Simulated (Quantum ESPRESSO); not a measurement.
Ru in Quantum ESPRESSO: convergence with density cutoff

Input of the first run (density cutoff 180 Ry); the others differ in this setting and in those tied to it:

pw.in

```
&CONTROL
  calculation = 'scf'
  prefix = 'pwscf'
  outdir = './tmp'
  pseudo_dir = './pseudo'
  tprnfor = .true.
  tstress = .true.
  disk_io = 'nowf'
/
&SYSTEM
  ibrav = 0
  nat = 2
  ntyp = 1
  ecutwfc = 45
  ecutrho = 180
  nbnd = 24
  occupations = 'smearing'
  smearing = 'mv'
  degauss = 0.00999582
/
&ELECTRONS
  conv_thr = 4d-10
  electron_maxstep = 120
  mixing_beta = 0.5
/
ATOMIC_SPECIES
Ru   101.0700 ru_lda_v1.2.uspp.F.UPF
CELL_PARAMETERS angstrom
   2.7058000000    0.0000000000    0.0000000000
  -1.3529000000    2.3432915376    0.0000000000
   0.0000000000    0.0000000000    4.2819000000
ATOMIC_POSITIONS crystal
Ru     0.6707950000    0.3370010000    0.7501480000
Ru     0.3350960000    0.6705620000    0.2493440000
K_POINTS automatic
9 9 5 0 0 0
```

Potentials or basis: GBRV 1.5 LDA.

Command:

```sh
$ OMP_NUM_THREADS=1 pw.x -in pw.in > pw.out
```

The cell isn't the ideal one: atoms moved at random, drawn with an rms of 0.02 Å.

Hardware: 1 thread of Intel(R) Xeon(R) Processor @ 2.70GHz, with other jobs on the host.

```
density cutoff  energy less the tightest run, at zero smearing (meV/atom)  SCF cycles  CPU time (s)  peak memory (GiB)
        180 Ry                                                      -0.03          10            67               0.13
        225 Ry                                                      -0.01          10            63               0.14
        270 Ry                                                      -0.02          10            59               0.15
        315 Ry                                                       0.00          10            61               0.16
        360 Ry                                                      -0.02          10            61               0.17
        450 Ry                                                       0.00          10            64                0.2
        540 Ry                                                       0.00          10            63               0.24
        720 Ry                                                       0.00          10            71               0.31
```

Against the tightest run, the energy stays within 1 meV/atom from 180 Ry on. The tightest run that finished is the yardstick and may itself not be fully converged.
